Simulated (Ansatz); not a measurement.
# Si2W (P6_222) in Ansatz: band structure with LDA

Aim: the band structure of Si2W with LDA.

Everything below comes from runs of Ansatz 0.2.0. Logs are shortened: lines on timing, memory, paths and dates and some standing lists are left out, and cuts for length are marked.

## (1) The crystal as given

It takes space group P6_222 (No. 180, hexagonal). The conventional cell has a = 4.617 Å, b = 4.617 Å, c = 6.653 Å, α = 90.00°, β = 90.00°, γ = 120.00°. W (site symmetry 222) has 10 Si at 2.59 to 2.69 Å as nearest neighbours. Si (site symmetry 2) has 5 Si at 2.57 to 2.69 Å and 5 W at 2.59 to 2.69 Å as nearest neighbours.

Measurements of this composition are mostly on another form, of space group No. 139.

## (2) Band structure, LDA

Input file input.yaml:

```yaml
crystal:
  lattice:
    - [4.6168523821, 0.0, 0.0]
    - [-2.3084261911, 3.9983114484, 0.0]
    - [0.0, 0.0, 6.653222]
  atoms:
    - { symbol: W, position: [0.5, 0.0, 0.5] }
    - { symbol: W, position: [0.5, 0.5, 0.8333333333] }
    - { symbol: W, position: [0.0, 0.5, 0.1666666667] }
    - { symbol: Si, position: [0.327252, 0.163626, 0.1666666667] }
    - { symbol: Si, position: [0.836374, 0.163626, 0.8333333333] }
    - { symbol: Si, position: [0.163626, 0.327252, 0.5] }
    - { symbol: Si, position: [0.672748, 0.836374, 0.1666666667] }
    - { symbol: Si, position: [0.163626, 0.836374, 0.8333333333] }
    - { symbol: Si, position: [0.836374, 0.672748, 0.5] }
hamiltonian:
  xc: lda
  pseudopotentials: { kind: paw }
kpoints:
  mp_grid: { grid: [7, 7, 4] }
  band_path:
    path:
      - [[0.0, 0.0, 0.0], [0.5, 0.0, 0.0], [0.3333333333, 0.3333333333, 0.0], [0.0, 0.0, 0.0], [0.0, 0.0, 0.5], [0.5, 0.0, 0.5], [0.3333333333, 0.3333333333, 0.5], [0.0, 0.0, 0.5]]
      - [[0.5, 0.0, 0.5], [0.5, 0.0, 0.0]]
      - [[0.3333333333, 0.3333333333, 0.0], [0.3333333333, 0.3333333333, 0.5]]
    npoints: 10
scf:
  occupations: { method: fermi_dirac, width: 0.05 }
  n_extra_bands: 22
output:
  forces: true
  stress: true
  eigenvalues: true
  fatbands: true
```

Potentials or basis: Ansatz PAW.

On the command line:

```sh
> ansatz run input.yaml --threads 4 --pin off --max-ram 11264MiB --backend cpu --events-out ev --progress --plain --runs-dir out
```

Log:

```text
Warning: RAYON_NUM_THREADS=4 ignored (pool sized by the plan → 4); use --threads N
scf.n_extra_bands = 22 over 33 filled bands (N_el = 66.0): the run solves 55 bands
Engine: ansatz 0.2.0, x86_64-unknown-linux-gnu
Pseudopotentials: kind: paw
Pseudopotential: W, paw, valence charge 14, recommended cutoff 420 eV (normal), W.paw.azcp
Pseudopotential: Si, paw, valence charge 4, recommended cutoff 420 eV (normal), Si.paw.azcp
Functional definition: SPW92
  exchange = slater_x
  correlation = pw_c
Crystal: 9 atoms, lattice volume = 122.816 Å³
Basis set: ecut = 420 eV, 2405 PW (Γ)
Bands: 55, of which v1, the nominal top of the filled ones, is band 33 counted from 1 (32 counted from 0)
Symmetry: 12 space group operations
Space group: P6222 (ITA 180), of the structure as read, at distance tolerance 5.0e-5 Å
k-points: 24 of 196 (time reversal used)
Non-local potential: W, projectors of the file, l = 0: 3, l = 1: 2, l = 2: 2, l = 3: 1
Non-local potential: Si, projectors of the file, l = 0: 2, l = 1: 2, l = 2: 2
PAW form: soft (Blöchl's): semilocal exchange-correlation on the pseudo side does not see the compensation charge
PAW frozen core: W, regenerated for the run's functional, and the local potential with it (the file was generated under x = pbe(κ = 0.804, μ = 0.2195149727645171), c = pbe(β = 0.06672455060314922))
PAW frozen core: Si, regenerated for the run's functional, and the local potential with it (the file was generated under x = pbe(κ = 0.804, μ = 0.2195149727645171), c = pbe(β = 0.06672455060314922))
PAW one-centre angular grid: W, 590 points (default); XC on 64 Gauss nodes
PAW one-centre angular grid: Si, 110 points (default); XC on 64 Gauss nodes
Initial density: superposition of atomic densities (neutral atoms: chi_scale 0, normalization atom), corrected by the library's trained network
Initial wavefunctions: pseudopotential atomic-orbital guess
Functional: x = slater, c = lda
SCF iter   1: F=—  HF=-34044.683618 eV  |F-HF|=—  |Δ(HF+E_count)|=         —  Δρ=1.09e-2  dr2=2.19e-1  ethr=1.77e-3  ⟨swp⟩=5.4  Hψ=5784  notcnv=0  defer=135
preconditioner: auto → Resta (q_TF=auto, 2.460 Å⁻¹)  ε∞=5.9  [insulator: Δε(μ)=0.252 eV  Ē_g=9.781 eV  σ=0.050 eV  W_gap=0.85  n_scr=34 (ndim 8)  ℏωp=21.7 eV  f_vac=0.000  D(μ)=0.22/eV (n_scr^D=0)  ε∞_Penn≈5.9]
SCF iter   2: F=—  HF=-34044.648045 eV  |F-HF|=—  |Δ(HF+E_count)|=   3.56e-2  Δρ=5.80e-3  dr2=5.85e-2  ethr=3.32e-4  ⟨swp⟩=1.8  Hψ=1637  notcnv=0  defer=239
SCF iter   3: F=—  HF=-34044.635142 eV  |F-HF|=—  |Δ(HF+E_count)|=   1.29e-2  Δρ=5.76e-4  dr2=3.95e-4  ethr=8.87e-5  ⟨swp⟩=2.0  Hψ=1550  notcnv=0  defer=273
SCF iter   4: F=—  HF=-34044.635077 eV  |F-HF|=—  |Δ(HF+E_count)|=   6.46e-5  Δρ=7.08e-5  dr2=3.05e-6  ethr=5.98e-7  ⟨swp⟩=2.0  Hψ=1526  notcnv=0  defer=273
SCF iter   5: F=—  HF=-34044.635073 eV  |F-HF|=—  |Δ(HF+E_count)|=   3.94e-6  Δρ=1.09e-5  dr2=1.15e-7  ethr=4.63e-9  ⟨swp⟩=2.1  Hψ=1482  notcnv=0  defer=279
SCF iter   6: F=-34044.635073 eV  HF=-34044.635073 eV  |F-HF|=1.24e-10  |Δ(HF+E_count)|=   2.10e-8  Δρ=1.32e-6  dr2=1.32e-9  ethr=1.52e-10  ⟨swp⟩=10.5  Hψ=6617  notcnv=0
SCF 1 converged in 6 iterations: F = -34044.635073 eV  dr2 = 1.32e-9
NSCF: frozen V_eff on 93 k-points
SCF converged after 6 iterations
Free energy (F): -34044.635073 eV
Harris-Foulkes:  -34044.635073 eV  (|F-HF|=1.24e-10)
Internal energy: -34044.631295 eV  (E = F + TS)
E sigma→0 (E₀):  -34044.633184 eV
Entropy (-TS):   -0.003779 eV (-0.420 meV/atom)
Fermi energy:    16.801302 eV
--- Per-component energies (eV) ---
  E_band       = -267.474759
  E_kinetic    = 1624.636700
  E_local      = -2887.970554  (includes V_loc(G=0)·N_el)
  E_nonlocal   = 175.543256
  E_hartree    = 1123.782912
  E_xc         = -1137.251790
  E_vxc        = -1017.168026  (∫ρ·V_xc dr)
  E_paw        = -27846.684691  (= ΣΔE_a)
  E_vpaw       = -410.081998  (= ΣTr[D̂ρ^β])
  E_aug_tail   = -0.000158  (compensation charges beyond the density's cutoff)
  E_ewald      = -5098.042412
  E_core_change = 1.355443  (= ΣΔE_core)
  E_smearing   = -0.003779  (= −TS)
  E_closure    = 0.000000  (closes the sum)
  Σ components = -34044.635073   (vs F -34044.635073, Δ=0.00e0)
--- Forces (eV/Å), atoms counted from 1 ---
  atom   1  W      0.00000000     0.00000000    -0.00000000
  atom   2  W     -0.00000000     0.00000000     0.00000000
  atom   3  W     -0.00000000     0.00000000    -0.00000000
  atom   4  Si     0.04819301     0.02782425     0.00000000
  atom   5  Si    -0.04819301     0.02782425     0.00000000
  atom   6  Si    -0.00000000     0.05564849    -0.00000000
  atom   7  Si    -0.04819301    -0.02782425    -0.00000000
  atom   8  Si     0.04819301    -0.02782425    -0.00000000
  atom   9  Si     0.00000000    -0.05564849     0.00000000
  max |Σ_I F_I| component: 1.18e-16 eV/Å
--- Stress (GPa, compression-positive) ---
       -9.065258      -0.000000       0.000000
       -0.000000      -9.065258      -0.000000
       -0.000000      -0.000000      -9.589178
  P = ⅓ Tr σ = -9.2399 GPa (-92.399 kbar)
--- Band table (eV; the first three rows and the last of 24) ---
  k-point 0: bands = ["-57.4529", "-57.4410", "-57.4410", "-21.8345", "-21.8328", "-21.8328", "-21.8136", "-21.8136", "-21.7426", "-21.7048", "-21.7048", "-21.6915", "2.2896", "5.4983", "5.4983", "9.2728", "9.8086", "9.8086", "10.4397", "10.4397", "11.2518", "11.6481", "11.6481", "11.9214", "12.8234", "12.8234", "13.3257", "13.3257", "13.4752", "13.4752", "13.8173", "14.2960", "15.8827", "19.0282", "19.0388", "19.0388", "19.0457", "19.4019", "19.4606", "19.4606", "19.6338", "19.6338", "20.0972", "20.1223", "20.1223", "20.6474", "20.6474", "20.8167", "21.4941", "21.4941", "22.0311", "23.5596", "24.1204", "24.1204", "25.3014"]
  k-point 1: bands = ["-57.4518", "-57.4449", "-57.4381", "-21.8647", "-21.8275", "-21.8213", "-21.8069", "-21.7876", "-21.7445", "-21.7315", "-21.7049", "-21.6823", "2.5251", "4.2491", "6.7145", "9.4611", "9.7681", "10.0796", "10.0812", "10.7042", "10.9087", "11.1400", "11.2695", "11.3816", "13.0425", "13.1120", "13.1402", "13.4707", "13.7034", "14.0143", "14.2231", "14.3561", "16.4118", "18.0895", "18.7661", "19.2949", "19.2950", "19.3255", "19.3335", "19.3735", "19.5702", "19.6406", "19.8758", "19.9649", "20.4263", "20.4643", "20.7623", "20.8081", "20.9748", "22.5419", "22.7713", "22.9558", "23.2030", "23.9418", "24.4792"]
  k-point 2: bands = ["-57.4489", "-57.4489", "-57.4371", "-21.8762", "-21.8244", "-21.8126", "-21.8126", "-21.7454", "-21.7454", "-21.7405", "-21.7405", "-21.6737", "3.2058", "3.2058", "7.4070", "9.3737", "9.9037", "9.9037", "9.9491", "10.6461", "10.6461", "11.2255", "11.2255", "11.3238", "12.7722", "13.0351", "13.0351", "13.0468", "14.1386", "14.1386", "14.2785", "16.0725", "16.0725", "18.5326", "18.7684", "18.7684", "18.9899", "19.2515", "19.2515", "19.4602", "19.5979", "19.8541", "19.8924", "19.8924", "20.0600", "20.0600", "20.3643", "21.0190", "21.0190", "22.0568", "22.4579", "22.4579", "23.8093", "23.8093", "25.9282"]
  k-point 23: bands = ["-57.4488", "-57.4440", "-57.4419", "-21.8692", "-21.8550", "-21.8532", "-21.7940", "-21.7794", "-21.7634", "-21.7048", "-21.7021", "-21.6733", "5.2586", "5.3038", "6.0205", "6.7118", "6.9329", "7.8649", "10.2015", "10.5273", "11.0681", "11.4984", "12.6071", "12.6222", "13.0566", "13.1172", "13.2966", "13.3973", "14.4822", "14.8714", "15.1338", "15.4489", "16.2633", "17.3181", "17.5792", "17.6034", "18.1471", "18.6071", "18.8047", "18.9415", "19.3241", "19.8876", "19.9540", "20.4154", "21.3972", "21.4009", "21.6442", "22.1267", "22.5131", "22.7327", "22.8265", "23.4754", "23.7332", "23.7836", "25.8073"]
```

Run time: 28 s. Hardware: 4 threads of Intel Xeon at 2.50GHz (Skylake/Cascade Lake), shared host; peak memory 0.67 GiB.

What came out:

```
Free energy             : -34044.6351 eV
Pressure                : -9.2 GPa
Largest force           : 0.056 eV/Å
Band gap along the path : none (metal or under the smearing width)
```

Forces in eV/Å, atoms in the order of the input:
```
W    0.000  0.000  0.000
W    0.000  0.000  0.000
W    0.000  0.000  0.000
Si   0.048  0.028  0.000
Si  -0.048  0.028  0.000
Si   0.000  0.056  0.000
Si  -0.048 -0.028  0.000
Si   0.048 -0.028  0.000
Si   0.000 -0.056  0.000
```

Levels at the corners of the path, in eV from the Fermi level:
```tsv
point	band 29	band 30	band 31	band 32	band 33	band 34	band 35	band 36	band 37	band 38
Γ	-3.33	-3.33	-2.98	-2.51	-0.92	2.23	2.24	2.24	2.24	2.60
M	-2.42	-2.26	-1.64	-1.16	-0.63	0.02	0.77	0.88	0.97	1.80
K	-3.00	-2.73	-1.16	-1.16	-0.82	0.78	1.11	1.11	1.26	1.26
Γ	-3.33	-3.33	-2.98	-2.51	-0.92	2.23	2.24	2.24	2.24	2.60
A	-2.66	-2.66	-2.52	-0.73	-0.73	1.73	1.97	1.97	2.19	2.45
L	-3.19	-2.94	-2.08	-1.26	0.02	0.62	1.02	1.22	1.40	1.77
H	-1.94	-1.94	-1.57	-1.57	-0.63	0.55	0.55	0.76	1.69	1.69
A	-2.66	-2.66	-2.52	-0.73	-0.73	1.73	1.97	1.97	2.19	2.45
L	-3.19	-2.94	-2.08	-1.26	0.02	0.62	1.02	1.22	1.40	1.77
M	-2.42	-2.26	-1.64	-1.16	-0.63	0.02	0.77	0.88	0.97	1.80
K	-3.00	-2.73	-1.16	-1.16	-0.82	0.78	1.11	1.11	1.26	1.26
H	-1.94	-1.94	-1.57	-1.57	-0.63	0.55	0.55	0.76	1.69	1.69
```

Caveat: spin-orbit coupling is left out, which moves the levels of the heavy elements; the PAW data sets come from PBE, with cores solved anew for the run's functional, which leaves a small shift of forces and pressure.
